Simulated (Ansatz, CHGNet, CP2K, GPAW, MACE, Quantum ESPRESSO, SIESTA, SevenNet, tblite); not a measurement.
**CP2K runs on ScB2(011) slab (81 atoms)**

How do the settings of CP2K change the result for ScB2(011) slab (81 atoms)? A plane-wave run serves as the yardstick.

Program: CP2K 2026.2. Level of theory: the method is named at each step. Results are calculated unless marked as measured.

## Step 1: The structure

The cell holds 81 atoms: 27 Sc and 54 B. Cell: a = 9.450 Å, b = 14.171 Å, c = 19.031 Å, α = 90.0°, β = 90.0°, γ = 70.5°. It derives from ScB2 (P6/mmm (measured, COD)). P6/mmm (COD entry) ScB2 (cell 3.15, 3.15, 3.52, 90, 90, 120), (011) slab of 3 repeat layers, 3 x 3 surface cells, 14 Å of vacuum; atoms within 1.94 Å of the bottom held; every coordinate displaced by a Gaussian of 0.09 Å. Then every atom was moved at random, 0.05 Å r.m.s. a Cartesian component. Vacuum lies along c.

The yardstick, on the same geometry:

| Property | Result |
| --- | --- |
| method | Kohn-Sham DFT, PBE, SSSP efficiency 1.3.0 pseudopotentials, plane waves (Quantum ESPRESSO 7.5); sssp-pbe-1.3.0-efficiency, cutoffs 60/480 Ry, Γ point |
| r.m.s. force component | 1.457 eV/Å |
| longest force | 4.955 eV/Å |
| time | 6.4 min on 4 MPI ranks of Arm Neoverse V2, shared host |
| CPU time | 26 min |

## Step 2: PBE, DZVP-MOLOPT-SR, 800/50 Ry, diagonalisation

Method: Kohn-Sham DFT, PBE, GTH-PBE pseudopotentials, Gaussian and plane waves, DZVP-MOLOPT-SR-GTH, diagonalisation.

The input, input.inp:

```
&GLOBAL
  PROJECT cell
  RUN_TYPE ENERGY_FORCE
  PRINT_LEVEL LOW
&END GLOBAL
&FORCE_EVAL
  METHOD QS
  &DFT
    BASIS_SET_FILE_NAME BASIS_MOLOPT
    POTENTIAL_FILE_NAME GTH_POTENTIALS
    &MGRID
      CUTOFF 800
      REL_CUTOFF 50
      NGRIDS 5
    &END MGRID
    &QS
      EPS_DEFAULT 1.0E-12
    &END QS
    &SCF
      SCF_GUESS ATOMIC
      EPS_SCF 1.0E-06
      MAX_SCF 200
      ADDED_MOS 43
      &DIAGONALIZATION
        ALGORITHM STANDARD
      &END DIAGONALIZATION
      &SMEAR ON
        METHOD FERMI_DIRAC
        ELECTRONIC_TEMPERATURE [K] 580
      &END SMEAR
      &MIXING
        METHOD BROYDEN_MIXING
        ALPHA 0.15
        NBROYDEN 8
      &END MIXING
      &PRINT
        &RESTART OFF
        &END RESTART
      &END PRINT
    &END SCF
    &XC
      &XC_FUNCTIONAL PBE
      &END XC_FUNCTIONAL
    &END XC
    &PRINT
      &MULLIKEN ON
      &END MULLIKEN
      &LOWDIN ON
      &END LOWDIN
      &HIRSHFELD ON
      &END HIRSHFELD
      &MO ON
        EIGENVALUES T
        OCCUPATION_NUMBERS T
        MO_INDEX_RANGE 219 242
        &EACH
          QS_SCF 0
        &END EACH
        ADD_LAST NUMERIC
      &END MO
    &END PRINT
  &END DFT
  &SUBSYS
    &CELL
      A 9.45000 0.00000 0.00000
      B 4.72500 13.36003 0.00000
      C 0.00000 0.00000 19.03125
    &END CELL
    &COORD
      Sc 10.83740 4.48109 7.31352
      B 9.44660 2.26453 7.73811
      B 1.41263 1.81736 7.01701
      Sc 1.50203 1.70327 9.52438
      B 1.47434 4.05624 10.00549
      B 9.24125 3.50060 9.22254
      Sc 9.16900 3.20414 11.67358
      B 1.26975 1.39733 11.88977
      B 9.47533 0.69312 11.42617
      Sc 4.47552 4.27174 7.26213
      B 2.93352 2.61416 7.62582
      B 4.67217 1.90167 6.99360
      Sc 4.41655 1.64702 9.65950
      B 4.45048 3.95831 9.76779
      B 3.05207 3.60908 9.14356
      Sc 2.97840 3.39786 11.67929
      B 4.58183 1.39452 12.17048
      B 3.02976 0.62178 11.26802
      Sc 12.57082 8.97380 7.50402
      B 10.99782 6.77888 7.73354
      B 2.96154 6.47801 6.94165
      Sc 3.05471 6.14241 9.44407
      B 12.38645 8.45677 9.88997
      B 10.88470 8.02911 9.14927
      Sc 10.95723 7.55977 11.60297
      B 2.97840 5.79785 12.06258
      B 10.75481 5.14668 11.24633
      Sc 7.79899 4.39919 7.38964
      B 5.98615 2.39826 7.81290
      B 7.77097 1.78877 7.03281
      Sc 7.81420 1.59198 9.67796
      B 7.64292 3.96272 9.88883
      B 6.16282 3.42097 9.31637
      Sc 6.34421 3.19238 11.59479
      B 7.77366 1.26252 12.11529
      B 6.03883 0.56139 11.55654
      Sc 6.22911 8.88215 7.24158
      B 4.69159 6.80466 7.67055
      B 6.22717 6.25757 7.02424
      Sc 6.17491 5.95483 9.57158
      B 6.22849 8.57260 9.65798
      B 4.81643 7.96057 9.02253
      Sc 4.67203 7.74441 11.71716
      B 6.02924 5.67734 11.99406
      B 4.51691 5.29191 11.27811
      Sc 14.05806 13.34627 7.26575
      B 12.47712 11.17967 7.70100
      B 4.57526 10.84474 6.84497
      Sc 4.80632 10.30072 9.47909
      B 13.95581 13.11167 9.88921
      B 12.49186 12.55335 9.14870
      Sc 12.52753 12.26143 11.71411
      B 4.50652 10.37754 11.99996
      B 12.23071 9.58141 11.16145
      Sc 9.26908 8.94254 7.45397
      B 7.67042 6.84047 7.71603
[... 21 atom lines left out ...]
      B 9.37005 12.49537 9.03356
      Sc 9.32276 12.19089 11.52989
      B 10.79625 10.17527 12.20569
      B 9.55163 9.66745 11.34681
    &END COORD
    &KIND Sc
      BASIS_SET DZVP-MOLOPT-SR-GTH-q11
      POTENTIAL GTH-PBE-q11
    &END KIND
    &KIND B
      BASIS_SET DZVP-MOLOPT-SR-GTH-q3
      POTENTIAL GTH-PBE-q3
    &END KIND
  &END SUBSYS
  &PRINT
    &FORCES ON
    &END FORCES
  &END PRINT
&END FORCE_EVAL
```

On the command line:

```
$ OMP_NUM_THREADS=1 mpirun -np 4 cp2k.psmp -i input.inp > output.txt
```

Numbers of over 12 decimals in the logs are rounded to 6 here.

Output:

```text
CP2K| version string:                                       CP2K version 2026.2
 CP2K| Input file name                                                 input.inp
 GLOBAL| Basis set file name                                        BASIS_MOLOPT
 GLOBAL| Potential file name                                      GTH_POTENTIALS
 GLOBAL| Run type                                                   ENERGY_FORCE
 GLOBAL| Total number of message passing processes                             4
 GLOBAL| Number of threads for this process                                    1
 TOTAL NUMBERS AND MAXIMUM NUMBERS
  Total number of            - Atomic kinds:                                   2
                             - Atoms:                                         81
                             - Shell sets:                                    81
                             - Shells:                                       486
                             - Primitive Cartesian functions:                378
                             - Cartesian basis functions:                   1593
                             - Spherical basis functions:                   1404
  Maximum angular momentum of- Orbital basis functions:                        3
                             - Local part of the GTH pseudopotential:          2
                             - Non-local part of the GTH pseudopotential:      3
 SCF PARAMETERS         Density guess:                                    ATOMIC
                        max_scf:                                             200
                        eps_scf:                                        1.00E-06
                        added MOs                                        43    0
                        Mixing method:                            BROYDEN_MIXING
                                                charge density mixing in g-space
                        Smear method:                                FERMI_DIRAC
                        Electronic temperature [K]:                        580.0
                        Electronic temperature [a.u.]:                  1.84E-03
                        Accuracy threshold:                             1.00E-10
 Extrapolation method: initial_guess
 Number of electrons:                                                        459
 Number of occupied orbitals:                                                230
 Number of molecular orbitals:                                               273
 Number of orbital functions:                                               1404
 Number of independent orbital functions:                                   1404
 SCF WAVEFUNCTION OPTIMIZATION
  Step     Update method      Time    Convergence         Total energy    Change
     1 NoMix/Diag. 0.15E+00    5.1     1.93070328     -1428.5973985565 -1.43E+03
     2 Broy./Diag. 0.15E+00    7.4     0.13571792     -1413.6116629780  1.50E+01
     3 Broy./Diag. 0.15E+00    7.5     0.22738459     -1410.1366674876  3.47E+00
     4 Broy./Diag. 0.15E+00    7.4     0.08608816     -1403.6547548510  6.48E+00
[...]
38 Broy./Diag. 0.15E+00    7.6     0.00000122     -1413.4860643305 -9.49E-06
    39 Broy./Diag. 0.15E+00    7.6     0.00000095     -1413.4860803822 -1.61E-05
  *** SCF run converged in    39 steps ***
  Electronic density on regular grids:       -458.9999999998        0.0000000002
  Core density on regular grids:              458.9999999995       -0.0000000005
  Total charge density on r-space grids:       -0.0000000003
  Total charge density g-space grids:          -0.0000000003
  Overlap energy of the core charge distribution:               1.57545e-05
  Self energy of the core charge distribution:              -2720.985510
  Core Hamiltonian energy:                                    693.703442
  Hartree energy:                                             838.847264
  Exchange-correlation energy:                               -225.039702
  Electronic entropic energy:                                  -0.011590
  Fermi energy:                                                 0.017632
  Total energy:                                             -1413.486080
  Total energy (extrapolated to T->0):                      -1413.480285
 MO| EIGENVALUES AND OCCUPATION NUMBERS
 MO|
 MO|  Index      Eigenvalue [a.u.]        Eigenvalue [eV]             Occupation
 MO|    219               0.000560               0.015226               1.999816
 MO|    220               0.002012               0.054746               1.999595
 MO|    221               0.005871               0.159752               1.996694
[...]
MO|    241               0.046060               1.253358               0.000000
 MO|    242               0.047804               1.300803               0.000000
 MO| Sum:                                                             459.000000
 MO| E(Fermi):            0.017632 a.u.          0.479802 eV
 !-----------------------------------------------------------------------------!
                     Mulliken Population Analysis
 #  Atom  Element  Kind  Atomic population                           Net charge
       1     Sc       1         10.676570                              0.323430
       2     B        2          3.150352                             -0.150352
       3     B        2          3.098389                             -0.098389
[...]
# Total charge                            459.000000                  0.000000
 !-----------------------------------------------------------------------------!
 !-----------------------------------------------------------------------------!
                           Hirshfeld Charges
  #Atom  Element  Kind  Ref Charge     Population                    Net charge
      1       Sc     1      11.000         12.265                        -1.265
      2       B      2       3.000          2.307                         0.693
      3       B      2       3.000          2.342                         0.658
[...]
80       B      2       3.000          2.471                         0.529
     81       B      2       3.000          2.316                         0.684
  Total Charge                                                            0.000
 !-----------------------------------------------------------------------------!
 LOWDIN POPULATION ANALYSIS
 #  Atom  Element  Kind  Atomic population                           Net charge
[...]
80     B        2          2.817482                              0.182518
      81     B        2          3.041873                             -0.041873
 # Total charge                            459.000000                  0.000000
 ENERGY| Total FORCE_EVAL ( QS ) energy [hartree]          -1413.486030
 FORCES| Atomic forces [hartree/bohr]
 FORCES|   Atom     x               y               z               |f|
 FORCES|      1 -4.49266110E-03 -1.49360553E-02 -4.41532615E-03   1.62100233E-02
 FORCES|      2 -5.21527235E-02  2.89140022E-02 -3.95166818E-03   5.97623776E-02
 FORCES|      3  2.58814276E-02  2.09203405E-02  3.27945771E-02   4.67225131E-02
[...]
FORCES|     80  3.41187755E-02  7.77338067E-03 -4.06147283E-02   5.36103763E-02
 FORCES|     81 -5.91254354E-02 -1.91331938E-02 -5.76680195E-03   6.24111546E-02
 FORCES| Sum    -6.01808574E-06 -1.11565558E-05  3.61991885E-05
 FORCES| Total atomic force                                       3.83544957E-05
```

The job ended after 5.3 min (4 MPI ranks of Arm Neoverse V2, shared host; peak memory 11 GiB; 21 min of CPU time).

Banners, paths, timers and routine set-up lines are dropped from the logs unmarked, and long logs keep their key lines alone; longer cuts are marked.

Compared with the plane-wave run:

```
r.m.s. force component                  : 1.461 eV/Å
r.m.s. difference of force components   : 17.96 meV/Å
longest difference of force vectors     : 71.94 meV/Å
force difference over r.m.s. force      : 1.232 %
slope of forces against the reference's : 1.003
correlation of force components         : 0.9999
```

Length of the force difference by element (eV/Å):

| element | atoms | mean | most |
| --- | --- | --- | --- |
| B | 54 | 0.029 | 0.072 |
| Sc | 27 | 0.024 | 0.066 |

A closer look about Sc25, whose charge lies farthest from its element's mean: 10 atoms, nearest first, numbered in the order of the input, with positions taken from that point.

| atom | x | y | z | distance (Å) | bonds | Mulliken charge (e) | Fx | Fy | Fz (eV/Å) |
| --- | --- | --- | --- | --- | --- | --- | --- | --- | --- |
| Sc25 | 0.00 | 0.00 | 0.00 | 0.00 | 9 | 0.05 | -0.62 | 0.89 | 1.76 |
| B26 | 1.47 | -1.76 | 0.46 | 2.34 | 6 | -0.05 | 0.64 | -0.28 | -2.72 |
| B62 | -1.60 | -1.67 | 0.43 | 2.35 | 6 | -0.05 | -1.27 | -1.82 | -2.46 |
| B59 | -1.54 | 0.79 | -1.61 | 2.36 | 9 | -0.03 | -1.59 | 3.03 | -0.06 |
| B23 | 1.43 | 0.90 | -1.71 | 2.40 | 8 | -0.07 | 1.26 | 1.12 | 0.01 |
| B54 | 1.27 | 2.02 | -0.44 | 2.43 | 7 | -0.26 | 2.07 | 1.17 | 2.12 |
| B27 | -0.20 | -2.41 | -0.36 | 2.45 | 8 | -0.20 | 1.10 | 1.95 | 1.73 |
| B24 | -0.07 | 0.47 | -2.45 | 2.50 | 9 | -0.14 | 0.45 | -1.07 | -0.36 |
| B81 | -1.41 | 2.11 | -0.26 | 2.55 | 7 | -0.20 | -3.04 | -0.98 | -0.30 |
| B80 | -0.16 | 2.62 | 0.60 | 2.69 | 6 | -0.09 | 1.75 | 0.40 | -2.09 |

Forces lie 1.2 % from the reference's, at 0.82 times its CPU time.

## Step 3: PBE+D3(BJ), DZVP-MOLOPT-SR, 800/50 Ry, diagonalisation

Method: Kohn-Sham DFT, PBE+D3(BJ), GTH-PBE pseudopotentials, Gaussian and plane waves, DZVP-MOLOPT-SR-GTH, diagonalisation.

input.inp: that of step 2 with these lines changed.

```diff
@@ -43,2 +43,10 @@
       &END XC_FUNCTIONAL
+      &VDW_POTENTIAL
+        POTENTIAL_TYPE PAIR_POTENTIAL
+        &PAIR_POTENTIAL
+          TYPE DFTD3(BJ)
+          PARAMETER_FILE_NAME dftd3.dat
+          REFERENCE_FUNCTIONAL PBE
+        &END PAIR_POTENTIAL
+      &END VDW_POTENTIAL
     &END XC
@@ -49,4 +57,2 @@
       &END LOWDIN
-      &HIRSHFELD ON
-      &END HIRSHFELD
       &MO ON
@@ -68,5 +74,6 @@
     &END CELL
-    &COORD
-[... 81 atom lines left out: the same atoms as in the first run ...]
-    &END COORD
+    &TOPOLOGY
+      COORD_FILE_NAME structure.xyz
+      COORD_FILE_FORMAT XYZ
+    &END TOPOLOGY
     &KIND Sc
```

The input, structure.xyz:

```xyz
81

Sc 10.83740 4.48109 7.31352
B 9.44660 2.26453 7.73811
B 1.41263 1.81736 7.01701
Sc 1.50203 1.70327 9.52438
B 1.47434 4.05624 10.00549
B 9.24125 3.50060 9.22254
Sc 9.16900 3.20414 11.67358
B 1.26975 1.39733 11.88977
B 9.47533 0.69312 11.42617
Sc 4.47552 4.27174 7.26213
B 2.93352 2.61416 7.62582
B 4.67217 1.90167 6.99360
Sc 4.41655 1.64702 9.65950
B 4.45048 3.95831 9.76779
B 3.05207 3.60908 9.14356
Sc 2.97840 3.39786 11.67929
B 4.58183 1.39452 12.17048
B 3.02976 0.62178 11.26802
Sc 12.57082 8.97380 7.50402
B 10.99782 6.77888 7.73354
[... 57 atom lines left out ...]
B 9.37005 12.49537 9.03356
Sc 9.32276 12.19089 11.52989
B 10.79625 10.17527 12.20569
B 9.55163 9.66745 11.34681
```

Output:

```text
CP2K| version string:                                       CP2K version 2026.2
 CP2K| Input file name                                                 input.inp
 GLOBAL| Basis set file name                                        BASIS_MOLOPT
 GLOBAL| Potential file name                                      GTH_POTENTIALS
 GLOBAL| Run type                                                   ENERGY_FORCE
 GLOBAL| Total number of message passing processes                             4
 GLOBAL| Number of threads for this process                                    1
[... lines left out ...]
                        Smear method:                                FERMI_DIRAC
[... lines left out ...]
 Number of electrons:                                                        459
[... lines left out ...]
  Step     Update method      Time    Convergence         Total energy    Change
[... lines left out ...]
  *** SCF run converged in    39 steps ***
[... lines left out ...]
  Fermi energy:                                                 0.017632
  Total energy:                                             -1414.157088
  Total energy (extrapolated to T->0):                      -1414.151292
[... lines left out ...]
 MO| E(Fermi):            0.017632 a.u.          0.479802 eV
[... lines left out ...]
       2     B        2          3.150352                             -0.150352
       3     B        2          3.098389                             -0.098389
[...]
# Total charge                            459.000000                  0.000000
 !-----------------------------------------------------------------------------!
 LOWDIN POPULATION ANALYSIS
 #  Atom  Element  Kind  Atomic population                           Net charge
[...]
80     B        2          2.817482                              0.182518
      81     B        2          3.041873                             -0.041873
 # Total charge                            459.000000                  0.000000
 ENERGY| Total FORCE_EVAL ( QS ) energy [hartree]          -1414.157037
 FORCES| Atomic forces [hartree/bohr]
 FORCES|   Atom     x               y               z               |f|
 FORCES|      1 -4.52811195E-03 -1.48551352E-02 -1.91371292E-03   1.56474003E-02
 FORCES|      2 -5.21494259E-02  2.89042992E-02 -2.83698082E-03   5.96914533E-02
 FORCES|      3  2.59085811E-02  2.09293879E-02  3.40324673E-02   4.76183020E-02
[...]
FORCES|     80  3.41276217E-02  7.72709908E-03 -4.18541349E-02   5.45542962E-02
 FORCES|     81 -5.91378166E-02 -1.91388110E-02 -6.85892845E-03   6.25349530E-02
 FORCES| Sum    -6.01808575E-06 -1.11565558E-05  3.61991885E-05
 FORCES| Total atomic force                                       3.83544957E-05
```

Elapsed: 5.2 min, on 4 MPI ranks; peak memory 11 GiB; 21 min of CPU time.

Against the reference:

* r.m.s. force component: 1.461 eV/Å
* r.m.s. difference of force components: 43.41 meV/Å
* longest difference of force vectors: 129.5 meV/Å
* force difference over r.m.s. force: 2.978 %
* slope of forces against the reference's: 1.002
* correlation of force components: 0.9996

Against the first run (1.2 %), the force difference from the reference is 3.0 %, at 0.98 times the CPU time; the model has changed, so this is no error of the program alone.

[end of part 1 of 2]

[Also dropped from logs without a mark: logging warnings of Python, and SIESTA's first energy breakdown and zero terms.]

[Logs are printed without paths, hosts, clocks, repeated set-up lines and the standing remarks that a program may print on its own settings, such as how far it seeks lower states.]

[Hosts, paths, dates, database ids (printed as entryN), source tags and the programs' standing remarks are cut or masked in the printed files.]
